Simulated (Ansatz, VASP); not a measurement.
This is a calculation of SnTe for VASP 6.6.1. 

Contents of INCAR:

```
SYSTEM = SnTe
AGGAC = 1.0 ; AGGAX = 1.0
ALDAC = 0.0 ; ALDAX = 1.0
ALGO = Normal ; EDIFF = 1E-6
EDIFFG = -0.02 ; ENCUT = 600
GGA = B5 ; IBRION = 2
ISIF = 3 ; ISMEAR = -1
LASPH = .True. ; LCHARG = .False.
LREAL = .False. ; LWAVE = .False.
NELM = 80 ; NSW = 60
PREC = Accurate ; SIGMA = 0.05
```

KPOINTS

```
k-points
0
Gamma
  7 7 7
  0 0 0
```

POSCAR

```
SnTe
1.0
    0.0000000000      3.1508500000      3.1508500000
    3.1508500000      0.0000000000      3.1508500000
    3.1508500000      3.1508500000      0.0000000000
Te Sn
1 1
Direct
    0.5000000000      0.5000000000      0.5000000000
    0.0000000000      0.0000000000      0.0000000000
```

Potentials or basis: VASP PAW PBE potentials, release 64 (Te, Sn_d).

Run with:

```console
$ cat potpaw_PBE.64/Te/POTCAR potpaw_PBE.64/Sn_d/POTCAR > POTCAR
$ mpirun -np 1 vasp_std > vasp.out
```

**Question.** What does the same run look like in Ansatz 0.2.0? Potentials or basis there: Ansatz PAW, cutoff 420 eV.

**Answer.** As run (cutoffs and basis follow the program's own potentials, and thresholds, step limits or extra output files can differ):

Contents of input.yaml:

```yaml
crystal:
  lattice:
    - [0.0, 3.15085, 3.15085]
    - [3.15085, 0.0, 3.15085]
    - [3.15085, 3.15085, 0.0]
  atoms:
    - { symbol: Te, position: [0.5, 0.5, 0.5] }
    - { symbol: Sn, position: [0.0, 0.0, 0.0] }
hamiltonian:
  xc: blyp
  pseudopotentials: { kind: paw }
kpoints:
  mp_grid: { grid: [7, 7, 7] }
scf:
  occupations: { method: fermi_dirac, width: 0.05 }
output:
  forces: true
  stress: true
relax:
  f_tol: 0.01
  max_steps: 40
  cell: { stress_tol: 0.05 }
```

Potentials or basis: Ansatz PAW.

The run is started by

```console
$ ansatz run input.yaml --threads 2 --pin off --max-ram 5120MiB --backend cpu --events-out ev --progress --plain --runs-dir out
```

Both were run:

|  | VASP | Ansatz |
| --- | --- | --- |
| Relaxed volume | 35.93 Å³/atom | 35.88 Å³/atom |
| Relaxed cell | a = 4.666 Å, b = 4.666 Å, c = 4.666 Å, α = 60.00°, β = 60.00°, γ = 60.00° | a = 4.664 Å, b = 4.664 Å, c = 4.664 Å, α = 60.00°, β = 60.00°, γ = 60.00° |
| Space group after relaxing | Fm-3m (No. 225) | Fm-3m (No. 225) |
| Pressure after relaxing | 0.0 GPa | 0.0 GPa |

Ansatz's pressure holds a Pulay term of +0.02 GPa for its cutoff of 420 eV, which the other run lacks.

The potentials hold 20 and 30 valence electrons a cell.

VASP's potentials were made for PBE. Ansatz's potentials were made for PBE.

Where Ansatz's input types no cutoff or centring, it takes its own default and a Γ-centred mesh.

Pressure is positive in compression.
